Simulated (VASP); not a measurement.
**InP: single point with PBE+D3(BJ)**

**Experimental background.**

From a printed reference work, data compilation, for a bulk crystal of InP at 1.6 K: band gap 1.4236 eV (direct).

Crystal: InP.

```xyz
2
Lattice="0.0000 2.9785 2.9785 2.9785 0.0000 2.9785 2.9785 2.9785 0.0000" Properties=species:S:1:pos:R:3 pbc="T T T"
In    0.0000    0.0000    0.0000
P     1.4893    1.4893    1.4893
```

```yaml
Program: VASP 6.6.1
Task: single point
Functional: PBE
Dispersion: D3(BJ)
Potentials_or_basis: VASP PAW PBE potentials, release 64 (In_d, P)
Cutoff: 500 eV
k_mesh: 7 × 7 × 7
Occupations: gaussian, width 0.01 eV
Spin: no spin polarisation
Dipole_correction: no
Further_INCAR_settings: ALGO = Normal; EDIFF = 1e-06; NBANDS = 16
```

* Pressure: -2.0 GPa
* Band gap on the k mesh: 0.44 eV, direct
* Dispersion energy per atom: -0.297 eV

Levels at points of the mesh, in eV from the valence-band top:
```tsv
k point	band 7	band 8	band 9	band 10	band 11	band 12
(0.00, 0.00, 0.00)	0.00	0.00	0.00	0.44	4.09	4.09
```

Run time: 28 s on 1 thread of AMD EPYC 7R43 64-Core Processor (Zen 3), with other jobs on the host, peak memory 0.15 GiB.

A measured gap of InP is 1.4236 eV (direct; 1.6 K; a printed reference work, data compilation); the calculated 0.44 eV misses it by -0.98 eV. Spin-orbit coupling on In is left out. The value is that of PBE+D3(BJ), without temperature or zero-point motion. Semilocal functionals fall short of measured gaps as a rule.

Caveat: three body term missing; spin-orbit coupling is left out, which moves the levels of the heavy elements.
